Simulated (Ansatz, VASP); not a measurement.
# Two plane-wave programs on GaN

Contents of POSCAR:

```
GaN
1.0
    0.0000000000      2.2262342972      2.2262342972
    2.2262342972      0.0000000000      2.2262342972
    2.2262342972      2.2262342972      0.0000000000
Ga N
1 1
Direct
    0.0000000000      0.0000000000      0.0000000000
    0.2500000000      0.2500000000      0.2500000000
```

File INCAR.step1:

```
PREC     = Accurate       # precision mode
ENCUT    = 520            # plane-wave cutoff, eV
ISMEAR   = 0              # smearing method
SIGMA    = 0.01           # smearing width, eV
LREAL    = False          # projectors in reciprocal space
LASPH    = True           # aspherical terms in the spheres
NELM     = 100            # most SCF steps
NBANDS   = 16             # bands
GGA      = PE             # functional
ALGO     = Normal         # electronic algorithm
EDIFF    = 1E-4           # SCF threshold, eV
LWAVE    = True           # write WAVECAR
LCHARG   = False          # write CHGCAR
```

INCAR.step2

```
PREC     = Accurate       # precision mode
ENCUT    = 520            # plane-wave cutoff, eV
EDIFF    = 1E-6           # SCF threshold, eV
ISMEAR   = 0              # smearing method
SIGMA    = 0.01           # smearing width, eV
LREAL    = False          # projectors in reciprocal space
LASPH    = True           # aspherical terms in the spheres
NELM     = 100            # most SCF steps
ALGO     = Normal         # electronic algorithm
ISIF     = 2              # what is computed and relaxed
LWAVE    = False          # write WAVECAR
LCHARG   = False          # write CHGCAR
METAGGA  = R2SCAN         # meta-GGA
LMIXTAU  = True         
NBANDS   = 16             # bands
ISTART   = 1
```

Contents of KPOINTS:

```
regular mesh
0
Gamma
  8 8 8
```

Input for Ansatz:

```yaml
crystal:
  lattice:
    - [0.0, 2.2262342972, 2.2262342972]
    - [2.2262342972, 0.0, 2.2262342972]
    - [2.2262342972, 2.2262342972, 0.0]
  atoms:
    - { symbol: Ga, position: [0.0, 0.0, 0.0] }
    - { symbol: "N", position: [0.25, 0.25, 0.25] }
kpoints:
  mp_grid: { grid: [8, 8, 8] }
hamiltonian:
  xc: r2scan
scf:
  occupations: { method: fixed }
  n_extra_bands: 4
output:
  forces: true
  stress: true
  eigenvalues: true
```

Alike in both runs: task single point; functional r2SCAN; k mesh 8 × 8 × 8; no spin polarisation.

|  | VASP | Ansatz |
| --- | --- | --- |
| version | VASP 6.6.1 | Ansatz 0.2.0 |
| potentials or method | VASP PAW PBE potentials, release 64 (Ga_d, N) | plane waves, PAW |
| plane-wave cutoff (eV) | 520 | 500 |
| occupations | gaussian, width 0.01 eV | fixed |
| valence electrons in the cell | 18 | 18 |

Ansatz gave:

```
gap on the k mesh at the Fermi level (eV) : 2.37
pressure (GPa)                            : 6.4
```

Task: Which values does VASP return?

Result: gap on the k mesh at the Fermi level (eV): 2.36; pressure (GPa): 7.6.

Caveats: the PAW data sets were made with another functional, which shifts forces and pressure a little (VASP). r2SCAN opens gaps a little over a GGA but as a rule still falls short of measured ones.
